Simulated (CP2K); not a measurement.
# BN under changes of volume

One of the cells (5.969 Å³/atom); the others are scaled copies at fixed shape and fractional positions:

```
N B
1.0
     2.55394    0.00000    0.00000
    -1.27697    2.21178    0.00000
     0.00000    0.00000    4.22685
N B
2 2
Direct
  0.33333 0.66667 0.12528
  0.66667 0.33333 0.62528
  0.33333 0.66667 0.49972
  0.66667 0.33333 0.99972
```

Measurements of this composition are mostly on another form, of space group No. 194.

| Property | Result |
| --- | --- |
| Program | CP2K 2026.2 |
| Functional | PBE |
| Potentials or basis | POTENTIAL_UZH N GTH-PBE-q5, B GTH-PBE-q3; TZVP-MOLOPT-PBE-GTH basis |
| Density cutoff | 6123 eV |
| k mesh | 12 × 12 × 6 |
| Occupations | fermi-dirac, width 0.05 eV |
| Spin | no spin polarisation |

```tsv
volume (Å³/atom)	energy over the lowest point (meV/atom)	pressure (GPa)	gap on the mesh (eV)
5.611	29.56	26.6	5.14
5.730	13.18	17.3	5.18
5.850	3.55	8.7	5.21
5.969	0.00	0.9	5.24
6.088	2.14	-6.2	5.27
6.208	?	?	?
6.327	20.86	-18.5	5.31
```

What does the run at 6.208 Å³/atom give?

Energy over the lowest point 9.20 meV/atom; pressure -12.7 GPa; gap on the mesh 5.29 eV.

Worked out: A Birch-Murnaghan fit of order 3 (a polynomial in V^(-2/3)) to the other rows has its minimum at 5.98 Å³/atom with B0 = V·E''(V) = 369 GPa and B' = 4.0 at fixed shape and positions, which overstates the stiffness. It gives 9.25 meV/atom at 6.208 Å³/atom, against the run's 9.20, and -dE/dV = -12.7 GPa, against -12.7. A straight line through the other rows of the gap, of slope 1.42 eV per unit of ln V, gives 5.29 eV, against the run's 5.29.

Energies are extrapolated to zero smearing.

Caveats: the basis of atomic orbitals isn't converged, which shifts pressures, moduli and gaps.

A mesh can miss the band edges.
